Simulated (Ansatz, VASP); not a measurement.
## One calculation of Mn, two programs

INCAR

```
PREC     = Accurate       # precision mode
ENCUT    = 520            # plane-wave cutoff, eV
EDIFF    = 1E-7           # SCF threshold, eV
ISMEAR   = -1             # smearing method
SIGMA    = 0.1            # smearing width, eV
LREAL    = False          # projectors in reciprocal space
LASPH    = True           # aspherical terms in the spheres
NELM     = 80             # most SCF steps
ALGO     = Normal         # electronic algorithm
ISIF     = 2              # what is computed and relaxed
LWAVE    = False          # write WAVECAR
LCHARG   = False          # write CHGCAR
GGA      = CA             # functional
NBANDS   = 12             # bands
```

Contents of KPOINTS:

```
Automatic mesh
0
Gamma
  18 18 18
```

The input POSCAR:

```
Mn
1.0
   -1.3986762761      1.3986762761      1.3986762761
    1.3986762761     -1.3986762761      1.3986762761
    1.3986762761      1.3986762761     -1.3986762761
Mn
1
Direct
    0.0000000000      0.0000000000      0.0000000000
```

Input for Ansatz:

```yaml
crystal:
  lattice:
    - [-1.3986762761, 1.3986762761, 1.3986762761]
    - [1.3986762761, -1.3986762761, 1.3986762761]
    - [1.3986762761, 1.3986762761, -1.3986762761]
  atoms:
    - { symbol: Mn, position: [0.0, 0.0, 0.0] }
hamiltonian:
  xc: lda
  pseudopotentials:
    kind: paw
    azcp:
      Mn: "pseudopotentials/Mn.paw.azcp"
basis:
  ecutwfc: 420
  fft_grid_basis: typed
kpoints:
  mp_grid: { grid: [18, 18, 18], shift: [0, 0, 0] }
magnetization:
  spin_polarized: false
scf:
  occupations: { method: fermi_dirac, width: 0.1 }
  lower_state_search: "off"
output:
  stress: true
```

Alike in both runs: task single point; functional LDA; k mesh 18 × 18 × 18; occupations fermi-dirac, width 0.1 eV; no spin polarisation.

```csv
,VASP,Ansatz
version,VASP 6.6.1,Ansatz 0.2.0
potentials or method,"VASP PAW LDA potentials, release 64 (Mn_pv)","plane waves (420 eV) with PAW, scalar-relativistic"
plane-wave cutoff (eV),520,420
valence electrons in the cell,13,15
```

|  | VASP | Ansatz | Ansatz less VASP |
| --- | --- | --- | --- |
| pressure (GPa) | -20.9 | -21.3 | -0.34 |

The two sets of potentials don't hold the same shells in valence. Ansatz warned: «pseudo_functional_mismatch».

Caveats: so large a pressure means that the cell lies far from this level's equilibrium, or that cutoff or potentials fall short (VASP); the run has no spin polarisation, though such a crystal can be magnetic. Spin polarisation is off, so any magnetic state and its effect on volume and gap are missing.
